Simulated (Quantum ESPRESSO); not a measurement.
# KI (Fm-3m) in Quantum ESPRESSO: a series of runs

Aim: see how the results for KI move with the level of theory and the settings. Levels: PW91, revPBE, vdW-DF-cx. Tasks: phonons.

All numbers are computed with Quantum ESPRESSO 7.5; they aren't measurements. Logs are shortened: lines on timing, memory, paths and dates and some standing lists are left out, and cuts for length are marked.

**Experimental background.**

From a printed reference work, monograph, for a bulk crystal of KI: high-frequency dielectric constant 2.65.

The results are compared with them further down.

### 1 The crystal as given

It takes space group Fm-3m (No. 225, cubic). The conventional cell has a = 7.066 Å, b = 7.066 Å, c = 7.066 Å, α = 90.00°, β = 90.00°, γ = 90.00°. Around I (site symmetry m-3m) lie 6 K at 3.53 Å. K (site symmetry m-3m) is surrounded by 6 I at 3.53 Å.

### 2 Phonons, PW91

pw.in

```
&CONTROL
  calculation = 'scf'
  prefix = 'pwscf'
  outdir = './tmp'
  pseudo_dir = './pseudo'
  tprnfor = .true.
  tstress = .true.
  disk_io = 'low'
/
&SYSTEM
  ibrav = 0
  A = 4.99609832
  nat = 2
  ntyp = 2
  ecutwfc = 74
  nbnd = 14
  input_dft = 'pw91'
  occupations = 'smearing'
  smearing = 'fd'
  degauss = 0.00367493
/
&ELECTRONS
  conv_thr = 4d-10
  electron_maxstep = 120
  mixing_beta = 0.5
/
ATOMIC_SPECIES
I    126.9045 I.upf
K     39.0983 K.upf
CELL_PARAMETERS alat
   0.0000000000    0.7071067809    0.7071067809
   0.7071067809    0.0000000000    0.7071067809
   0.7071067809    0.7071067809    0.0000000000
ATOMIC_POSITIONS alat
I      0.7071067809    0.7071067809    0.7071067809
K      0.0000000000    0.0000000000    0.0000000000
K_POINTS automatic
4 4 4 1 1 1
```

relax.in

```
&CONTROL
  calculation = 'vc-relax'
  prefix = 'pwscf'
  outdir = './tmp'
  pseudo_dir = './pseudo'
  tprnfor = .true.
  tstress = .true.
  disk_io = 'low'
  nstep = 40
  forc_conv_thr = 0.0001
  etot_conv_thr = 1d-06
/
&SYSTEM
  ibrav = 0
  A = 4.99609832
  nat = 2
  ntyp = 2
  ecutwfc = 74
  nbnd = 14
  input_dft = 'pw91'
  occupations = 'smearing'
  smearing = 'fd'
  degauss = 0.00367493
/
&ELECTRONS
  conv_thr = 4d-10
  electron_maxstep = 120
  mixing_beta = 0.5
/
&IONS
  ion_dynamics = 'bfgs'
/
&CELL
  cell_dynamics = 'bfgs'
  press = 0
  press_conv_thr = 0.2
/
ATOMIC_SPECIES
I    126.9045 I.upf
K     39.0983 K.upf
CELL_PARAMETERS alat
   0.0000000000    0.7071067809    0.7071067809
   0.7071067809    0.0000000000    0.7071067809
   0.7071067809    0.7071067809    0.0000000000
ATOMIC_POSITIONS alat
I      0.7071067809    0.7071067809    0.7071067809
K      0.0000000000    0.0000000000    0.0000000000
K_POINTS automatic
4 4 4 1 1 1
```

scf2.in

```
&CONTROL
  calculation = 'scf'
  prefix = 'pwscf'
  outdir = './tmp'
  pseudo_dir = './pseudo'
  tprnfor = .true.
  tstress = .true.
  disk_io = 'low'
/
&SYSTEM
  ibrav = 0
  A = 5.07454937
  nat = 2
  ntyp = 2
  ecutwfc = 74
  nbnd = 14
  input_dft = 'pw91'
  occupations = 'fixed'
/
&ELECTRONS
  conv_thr = 1d-13
  electron_maxstep = 120
  mixing_beta = 0.5
  startingpot = 'file'
  startingwfc = 'file'
/
ATOMIC_SPECIES
I    126.9045 I.upf
K     39.0983 K.upf
CELL_PARAMETERS alat
   0.0000000000    0.7071067817    0.7071067817
   0.7071067817    0.0000000000    0.7071067817
   0.7071067817    0.7071067817    0.0000000000
ATOMIC_POSITIONS alat
I      0.7071067817    0.7071067817    0.7071067817
K      0.0000000000    0.0000000000    0.0000000000
K_POINTS automatic
4 4 4 1 1 1
```

ph.in

```
phonons of KI
&INPUTPH
  prefix = 'pwscf'
  outdir = './tmp'
  tr2_ph = 1d-18
  fildyn = 'dyn'
  niter_ph = 90
  alpha_mix(1) = 0.7
  epsil = .true.
/
0.0000000000 0.0000000000 0.0000000000
```

dynmat.in

```
&INPUT
  fildyn = 'dyn'
  asr = 'crystal'
  lperm = .true.
  filout = 'dynmat.disp'
  fileig = 'dynmat.eig'
/
```

dynmat_lo.in

```
&INPUT
  fildyn = 'dyn'
  asr = 'crystal'
  filout = 'dynmat_lo.disp'
  fileig = 'dynmat_lo.eig'
  q(1) = 0
  q(2) = 0
  q(3) = 1
/
```

Potentials or basis: PseudoDojo 0.4.1 SR PBE standard.

Command:

```console
OMP_NUM_THREADS=1 mpirun -n 4 pw.x -nk 2 -in pw.in > pw.out
OMP_NUM_THREADS=1 mpirun -n 4 pw.x -nk 2 -in relax.in > relax.out
OMP_NUM_THREADS=1 mpirun -n 4 pw.x -nk 2 -in scf2.in > scf2.out
OMP_NUM_THREADS=1 mpirun -n 4 ph.x -nk 2 -in ph.in > ph.out
OMP_NUM_THREADS=1 mpirun -n 1 dynmat.x -in dynmat.in > dynmat.out
OMP_NUM_THREADS=1 mpirun -n 1 dynmat.x -in dynmat_lo.in > dynmat_lo.out
```

pw.out:

```text
This program is part of the open-source Quantum ESPRESSO suite
     for quantum simulation of materials; please cite
         "P. Giannozzi et al., J. Phys.:Condens. Matter 21 395502 (2009);
         "P. Giannozzi et al., J. Phys.:Condens. Matter 29 465901 (2017);
         "P. Giannozzi et al., J. Chem. Phys. 152 154105 (2020);
     in publications or presentations arising from this work. More details at

     IMPORTANT: XC functional enforced from input :
     Exchange-correlation= PW91
                           (   1   4   2   2   0   0   0)
     Any further DFT definition will be discarded
     Please, verify this is what you really want

     Message from routine setup:
     using ibrav=0 with symmetry is DISCOURAGED, use correct ibrav instead

     K-points division:     npool     =       2
     Subspace diagonalization in iterative solution of the eigenvalue problem:
     a serial algorithm will be used

     --------------------
     sticks:   dense  smooth     PW     G-vecs:    dense   smooth      PW
     Min         906     906    255                25626    25626    3898
     Max         907     907    256                25627    25627    3901
     Sum        1813    1813    511                51253    51253    7799

     Using Slab Decomposition

     bravais-lattice index     =            0
     lattice parameter (alat)  =       9.4413  a.u.
     unit-cell volume          =     595.0789 (a.u.)^3
     number of atoms/cell      =            2
     number of atomic types    =            2
     number of electrons       =        16.00
     number of Kohn-Sham states=           14
     kinetic-energy cutoff     =      74.0000  Ry
     charge density cutoff     =     296.0000  Ry
     scf convergence threshold =      4.0E-10
     mixing beta               =       0.5000
     number of iterations used =            8  plain     mixing
     Exchange-correlation= PW91
                           (   1   4   2   2   0   0   0)

     celldm(1)=   9.441258  celldm(2)=   0.000000  celldm(3)=   0.000000
     celldm(4)=   0.000000  celldm(5)=   0.000000  celldm(6)=   0.000000

     crystal axes: (cart. coord. in units of alat)
               a(1) = (   0.000000   0.707107   0.707107 )
               a(2) = (   0.707107   0.000000   0.707107 )
               a(3) = (   0.707107   0.707107   0.000000 )

     reciprocal axes: (cart. coord. in units 2 pi/alat)
               b(1) = ( -0.707107  0.707107  0.707107 )
               b(2) = (  0.707107 -0.707107  0.707107 )
               b(3) = (  0.707107  0.707107 -0.707107 )

     PseudoPot. # 1 for I  read from file:
     I.upf
     Pseudo is Norm-conserving + core correction, Zval =  7.0
     Generated using ONCVPSP code by D. R. Hamann
     Using radial grid of 1196 points,  6 beta functions with:
                l(1) =   0
                l(2) =   0
                l(3) =   1
                l(4) =   1
                l(5) =   2
                l(6) =   2

     PseudoPot. # 2 for K  read from file:
     K.upf
     Pseudo is Norm-conserving + core correction, Zval =  9.0
     Generated using ONCVPSP code by D. R. Hamann
     Using radial grid of 2222 points,  6 beta functions with:
                l(1) =   0
                l(2) =   0
                l(3) =   1
                l(4) =   1
                l(5) =   2
                l(6) =   2

     atomic species   valence    mass     pseudopotential
     I                 7.00   126.90450     I ( 1.00)
     K                 9.00    39.09830     K ( 1.00)

     48 Sym. Ops., with inversion, found

   Cartesian axes

     site n.     atom                  positions (alat units)
         1        I      tau(   1) = (   0.7071068   0.7071068   0.7071068  )
         2        K      tau(   2) = (   0.0000000   0.0000000   0.0000000  )

     number of k points=    10  Fermi-Dirac smearing, width (Ry)=  0.0037
                       cart. coord. in units 2pi/alat
        k(    1) = (   0.0883883   0.0883883   0.0883883), wk =   0.0625000
        k(    2) = (   0.2651650   0.2651650  -0.0883883), wk =   0.1875000
        k(    3) = (  -0.2651650  -0.2651650   0.4419417), wk =   0.1875000
        k(    4) = (  -0.0883883  -0.0883883   0.2651650), wk =   0.1875000
        k(    5) = (   0.4419417   0.0883883   0.0883883), wk =   0.1875000
        k(    6) = (  -0.0883883  -0.4419417   0.6187184), wk =   0.3750000
        k(    7) = (   0.0883883  -0.2651650   0.4419417), wk =   0.3750000
        k(    8) = (  -0.6187184   0.0883883   0.0883883), wk =   0.1875000
        k(    9) = (   0.2651650   0.2651650   0.2651650), wk =   0.0625000
        k(   10) = (  -0.2651650  -0.2651650   0.7954951), wk =   0.1875000

     Dense  grid:    51253 G-vectors     FFT dimensions: (  54,  54,  54)

     Initial potential from superposition of free atoms

     starting charge      15.9807, renormalised to      16.0000
     Starting wfcs are    9 randomized atomic wfcs +    5 random wfcs

     Self-consistent Calculation

     iteration #  1     ecut=    74.00 Ry     beta= 0.50
     Davidson diagonalization with overlap
     ethr =  1.00E-02,  avg # of iterations =  7.6

     Threshold (ethr) on eigenvalues was too large:
     Diagonalizing with lowered threshold

     Davidson diagonalization with overlap
     ethr =  1.63E-04,  avg # of iterations =  7.4

     total energy              =     -86.29648309 Ry
     estimated scf accuracy    <       0.02496261 Ry

     iteration #  2     ecut=    74.00 Ry     beta= 0.50
     Davidson diagonalization with overlap
     ethr =  1.56E-04,  avg # of iterations =  2.3

     total energy              =     -86.30095472 Ry
     estimated scf accuracy    <       0.00149434 Ry

     iteration #  3     ecut=    74.00 Ry     beta= 0.50
     Davidson diagonalization with overlap
     ethr =  9.34E-06,  avg # of iterations =  6.9

     total energy              =     -86.30133873 Ry
     estimated scf accuracy    <       0.00031883 Ry

     iteration #  4     ecut=    74.00 Ry     beta= 0.50
     Davidson diagonalization with overlap
     ethr =  1.99E-06,  avg # of iterations =  4.5

     total energy              =     -86.30139210 Ry
     estimated scf accuracy    <       0.00000914 Ry

     iteration #  5     ecut=    74.00 Ry     beta= 0.50
     Davidson diagonalization with overlap
     ethr =  5.71E-08,  avg # of iterations =  2.4

     total energy              =     -86.30139584 Ry
     estimated scf accuracy    <       0.00000060 Ry

     iteration #  6     ecut=    74.00 Ry     beta= 0.50
     Davidson diagonalization with overlap
     ethr =  3.74E-09,  avg # of iterations =  3.6

     total energy              =     -86.30139610 Ry
     estimated scf accuracy    <       0.00000013 Ry

     iteration #  7     ecut=    74.00 Ry     beta= 0.50
     Davidson diagonalization with overlap
     ethr =  7.87E-10,  avg # of iterations =  2.0

     total energy              =     -86.30139614 Ry
     estimated scf accuracy    <          9.4E-09 Ry

     iteration #  8     ecut=    74.00 Ry     beta= 0.50
     Davidson diagonalization with overlap
     ethr =  5.86E-11,  avg # of iterations =  3.3

     total energy              =     -86.30139614 Ry
     estimated scf accuracy    <          1.6E-09 Ry

     iteration #  9     ecut=    74.00 Ry     beta= 0.50
     Davidson diagonalization with overlap
     ethr =  1.01E-11,  avg # of iterations =  2.1

     End of self-consistent calculation

          k = 0.0884 0.0884 0.0884 (  6372 PWs)   bands (ev):

   -27.1654 -10.6803 -10.6565 -10.6565  -9.1188   1.0870   1.2900   1.2900
     5.6914   7.7761   8.0148   8.0148   8.7334   8.7334

          k = 0.2652 0.2652-0.0884 (  6389 PWs)   bands (ev):

   -27.1643 -10.7502 -10.6654 -10.6565  -8.9768   0.4169   1.0525   1.0960
     6.8224   7.8440   8.6137   8.8047   9.6197   9.7442

          k =-0.2652-0.2652 0.4419 (  6391 PWs)   bands (ev):

   -27.1636 -10.7856 -10.6636 -10.6610  -8.9036   0.1149   0.9285   1.0020
     7.0454   8.5884   9.1777   9.5643   9.8880  10.1491

          k =-0.0884-0.0884 0.2652 (  6381 PWs)   bands (ev):

   -27.1648 -10.7165 -10.6611 -10.6595  -9.0415   0.6755   1.1655   1.1848
     6.3838   7.3544   8.6309   8.6445   9.0049   9.3342

          k = 0.4419 0.0884 0.0884 (  6383 PWs)   bands (ev):

   -27.1638 -10.7285 -10.6684 -10.6675  -8.9918   0.3981   1.0003   1.0581
     6.7826   7.2022   9.1845   9.2010   9.9324   9.9855

          k =-0.0884-0.4419 0.6187 (  6413 PWs)   bands (ev):

   -27.1631 -10.7249 -10.6846 -10.6739  -8.9573   0.4380   0.6911   0.8918
     7.2309   8.0497   8.4196   9.6953   9.9540  10.6656

          k = 0.0884-0.2652 0.4419 (  6395 PWs)   bands (ev):

   -27.1636 -10.7553 -10.6729 -10.6626  -8.9421   0.2960   0.8748   0.9916
     7.2517   7.8981   8.6400   9.5650   9.8975  10.1050

          k =-0.6187 0.0884 0.0884 (  6398 PWs)   bands (ev):

   -27.1631 -10.7078 -10.6817 -10.6722  -8.9979   0.3739   0.8741   0.9812
     6.5239   7.3780   9.3666   9.4936  10.2624  10.7419

          k = 0.2652 0.2652 0.2652 (  6405 PWs)   bands (ev):

   -27.1640 -10.7829 -10.6583 -10.6583  -8.9238   0.1761   1.0521   1.0521
     6.7763   8.6460   9.0522   9.0522   9.9161   9.9161

          k =-0.2652-0.2652 0.7955 (  6392 PWs)   bands (ev):

   -27.1633 -10.7552 -10.6803 -10.6629  -8.9279   0.3002   0.7167   0.9743
     7.4300   8.2874   8.6117   9.6904   9.7234  10.2524

     the Fermi energy is     3.9467 ev

!    total energy              =     -86.30139614 Ry
     estimated scf accuracy    <          1.9E-11 Ry
     smearing contrib. (-TS)   =      -0.00000000 Ry
     internal energy E=F+TS    =     -86.30139614 Ry

     The total energy is F=E-TS. E is the sum of the following terms:
     one-electron contribution =     -29.58671962 Ry
     hartree contribution      =      19.12465856 Ry
     xc contribution           =     -20.91565949 Ry
     ewald contribution        =     -54.92367559 Ry

     convergence has been achieved in   9 iterations

     Forces acting on atoms (cartesian axes, Ry/au):

     atom    1 type  1   force =    -0.00000000   -0.00000000   -0.00000000
     atom    2 type  2   force =     0.00000000   -0.00000000   -0.00000000

     Total force =     0.000000     Total SCF correction =     0.000000

     Computing stress (Cartesian axis) and pressure

          total   stress  (Ry/bohr**3)                   (kbar)     P=        5.49
   0.00003729  -0.00000000  -0.00000000            5.49       -0.00       -0.00
  -0.00000000   0.00003729  -0.00000000           -0.00        5.49       -0.00
  -0.00000000  -0.00000000   0.00003729           -0.00       -0.00        5.49

=------------------------------------------------------------------------------=
   JOB DONE.
=------------------------------------------------------------------------------=
```

Run time: 3.3 min. Hardware: 4 MPI ranks of Arm Neoverse V1, shared host; peak memory 0.4 GiB.

Results:

- Free energy: -1174.1973 eV
- Relaxed volume: 46.20 Å³/atom
- Relaxed cell: a = 5.075 Å, b = 5.075 Å, c = 5.075 Å, α = 60.00°, β = 60.00°, γ = 60.00°
- Space group after relaxing (to 0.05 Å): Fm-3m (No. 225)
- Pressure after relaxing: 0.0 GPa
- Electronic dielectric tensor (diagonal): 2.80
- Born charges (mean of the diagonal): I -1.16; K +1.16 e
- Highest phonon frequency at Γ, LO-TO splitting left out: 84 cm⁻¹
- Static dielectric tensor (diagonal): 6.01

The path:
| step | energy change (eV) | largest force (eV/Å) | pressure (GPa) | volume (Å³) |
| --- | --- | --- | --- | --- |
| 1 | 0.0000 | 0.0000 | 0.55 | 88.18 |
| 2 | -0.0008 | 0.0000 | 0.51 | 88.43 |
| 3 | -0.0017 | 0.0000 | 0.47 | 88.70 |
| 4 | -0.0028 | 0.0000 | 0.42 | 89.11 |
| 5 | -0.0042 | 0.0000 | 0.33 | 89.73 |
| 6 | -0.0058 | 0.0000 | 0.21 | 90.66 |
| 7 | -0.0069 | 0.0000 | 0.04 | 92.06 |
| 8 | -0.0069 | 0.0000 | 0.00 | 92.39 |
| 9 | -0.0069 | 0.0000 | 0.00 | 92.40 |

Final structure:
```
I K
1.0
     0.00000    3.58825    3.58825
     3.58825    0.00000    3.58825
     3.58825    3.58825    0.00000
I K
1 1
Direct
  0.50000 0.50000 0.50000
  0.00000 0.00000 0.00000
```

Levels at points of the mesh, in eV from the valence-band top:
| k point | band 5 | band 6 | band 7 | band 8 | band 9 | band 10 | band 11 | band 12 |
| --- | --- | --- | --- | --- | --- | --- | --- | --- |
| (0.12, 0.12, 0.12) | -10.36 | -0.19 | 0.00 | 0.00 | 4.28 | 6.49 | 6.73 | 6.73 |

Phonon frequencies in cm⁻¹ (negative: imaginary):
```csv
q point,frequencies
"(0.000, 0.000, 0.000)",-13 -13 -13 84 84 84
```

Electronic dielectric tensor:
```
2.80 0.00 0.00
0.00 2.80 0.00
0.00 0.00 2.80
```

Born effective charge tensors (e):
atom 1, I
```
-1.16  0.00  0.00
 0.00 -1.16  0.00
 0.00  0.00 -1.16
```
atom 2, K
```
1.16 0.00 0.00
0.00 1.16 0.00
0.00 0.00 1.16
```

Optical modes at Γ, degenerate ones joined, polar ones without the macroscopic field:
```tsv
cm⁻¹	components	symmetry	active in	IR intensity, summed ((D/Å)²/amu)
86	3	T1u	IR	3.10
```

Zone-centre frequencies without and with the macroscopic field along z (cm⁻¹):
```tsv
	optical modes in rising order
without	86 86 86
with the field	86 86 126
```

Static dielectric tensor, electrons and zone-centre modes:
```
6.01 0.00 0.00
0.00 6.01 0.00
0.00 0.00 6.01
```

Caveat: the potentials were made for another functional, which shifts forces and pressure. The run has no spin-orbit coupling, so splittings on I are missing.

(Part 1 of 3 ends here.)
